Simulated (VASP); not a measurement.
**VASP 6.6.1 run: GaP**

INCAR

```
NELM = 64
ENCUT = 520
IVDW = 12
EDIFF = 1E-7
NBANDS = 16
LWAVE = .FALSE.
METAGGA = RSCAN
LASPH = .TRUE.
ISIF = 2
SIGMA = 0.02
NELECT = 19
ISMEAR = -1
LCHARG = .FALSE.
NSW = 0
IBRION = -1
LREAL = .FALSE.
PREC = Accurate
```

KPOINTS

```
KPOINTS created by Atomic Simulation Environment
0
Gamma
8 8 8
0 0 0
```

POSCAR

```
Ga P
 1.0000000000000000
     3.1864348745051778    0.0000000000000000    0.0000000000000000
    -0.0000000000000000    3.1864348745051778    0.0000000000000000
     0.0000000000000000    0.0000000000000000    3.1864348745051778
 Ga  P
   1   1
Cartesian
  0.0000000000000000  0.0000000000000000  0.0000000000000000
  1.5932174372525889  1.5932174372525889  1.5932174372525889
```

The recommended PBE PAW datasets give the neutral cell 18 valence electrons.

Command

```
mpirun -np 1 vasp_std
```

Standard output (part)

```
POSCAR found type information on POSCAR GaP
 POSCAR found :  2 types and       2 ions
|     EEEEEEE  RRRRRR   RRRRRR   OOOOOOO  RRRRRR      ###     ###     ###     |
|     E        R     R  R     R  O     O  R     R     ###     ###     ###     |
|     E        R     R  R     R  O     O  R     R     ###     ###     ###     |
|     EEEEE    RRRRRR   RRRRRR   O     O  RRRRRR       #       #       #      |
|     E        R    R   R    R   O     O  R    R      ###     ###     ###     |
|     EEEEEEE  R     R  R     R  OOOOOOO  R     R     ###     ###     ###     |
|     Unsupported xc functional, please specify VDW_S6, VDW_S8, VDW_A1        |
|     and VDW_A2 in the INCAR file.                                           |
|       ---->  I REFUSE TO CONTINUE WITH THIS SICK JOB ... BYE!!! <----       |
```

VASP stopped before the first electronic step.

The cell is charged and sits in a uniform background.

The run took about 0.4 s on one core of a shared host (Intel Xeon 6975P-C).
